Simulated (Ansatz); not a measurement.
# Mg: pressure and energy less free atoms against volume scale

All results are calculated (Ansatz 0.2.0). Periodic Kohn-Sham DFT of a crystal at fixed atoms, scaled to volume_scale times the given cell; pressure positive in compression, energy less spherical unpolarised free atoms, largest_vzz the field gradient of largest size among the nuclei.

The cell before it is scaled or strained (space group P6_3/mmc, No. 194):
```
Mg
1.0
      3.2093     0.0000     0.0000
     -1.6046     2.7793     0.0000
      0.0000     0.0000     5.2103
Mg
2
Direct
  0.33333 0.66667 0.25000
  0.66667 0.33333 0.75000
```

Settings of every row: method all-electron LAPW; functional PBE; relativity scalar; k mesh 12x12x7; filling fermi-dirac; smearing width 0.05 eV; basis error target 1 meV/atom; nucleus gaussian.

Atom start moment: 0 on all atoms.

| row | volume scale | V (Å³/atom) | pressure (GPa) | energy less free atoms (eV/atom) |
| --- | --- | --- | --- | --- |
| 1 | 0.9405 | 21.854 | 1.88 | -1.4936 |
| 2 | 0.98 | 22.772 | 0.227 | -1.4994 |
| 3 | 1 | 23.237 | -0.49 | -1.499 |
| 4 | 1.02 | 23.702 | ? | ? |
| 5 | 1.06 | 24.631 | -2.251 | -1.4866 |

Question: what pressure and energy less free atoms should row 4 give?

Worked fit of pressure. Take u = (V_r/V)^(2/3) − 1 with V_r = 23.005 Å³ an atom, which is twice the finite (Eulerian) strain; such expansions in the strain, on which the Birch-Murnaghan equation of state is built, carry the rest volume and the bulk modulus. The shown rows have u = 0.03481, 0.00681, -0.00667, -0.04451. Least squares give pressure = −0.1413 + 53.378 × u + 134.43 × u² GPa; a straight line predicts inner rows, each left out in turn, worse (root mean square 0.14 against 0.0029 GPa). The rows lie off it by 0.000, -0.001, 0.001, 0.000. The pressure vanishes at u = 0.0026, or V = 22.91 Å³ an atom, and there the bulk modulus at fixed shape and fractions is B = −V dP/dV = (2/3)(1 + u) dP/du = 36.2 GPa. Letting shape and atoms relax would as a rule lower it, by much in layered, chain or molecular crystals. The withheld row has u = -0.0197, so the fit gives −0.1413 + 53.378 × (-0.0197) + 134.43 × (-0.0197)² = -1.141 GPa.

The calculation gave -1.139 GPa. The fit lies 0.002 GPa (0.048 % of the column's range) below it; its largest miss of a shown row is 0.001 GPa.

Worked fit of energy less free atoms. Take u = (V_r/V)^(2/3) − 1 with V_r = 23.005 Å³ an atom, which is twice the finite (Eulerian) strain; such expansions in the strain, on which the Birch-Murnaghan equation of state is built, carry the rest volume and the bulk modulus. The shown rows have u = 0.03481, 0.00681, -0.00667, -0.04451. Least squares give energy less free atoms = −1.49946 − 0.0323 × u + 5.765 × u² eV/atom; a straight line predicts inner rows, each left out in turn, worse (root mean square 0.0059 against 2.5e-05 eV/atom). All shown rows lie on it to the printed digit. Its lowest point lies at u = 0.0028, or V = 22.91 Å³ an atom, and the curvature there gives the bulk modulus at fixed shape and fractions, B = (4/9)(1 + u)² E″(u)/V = 36 GPa. Letting shape and atoms relax would as a rule lower it, by much in layered, chain or molecular crystals. The withheld row has u = -0.0197, so the fit gives −1.49946 − 0.0323 × (-0.0197) + 5.765 × (-0.0197)² = -1.4966 eV/atom.

The calculation gave -1.4966 eV/atom. The fit meets it to the printed digit.
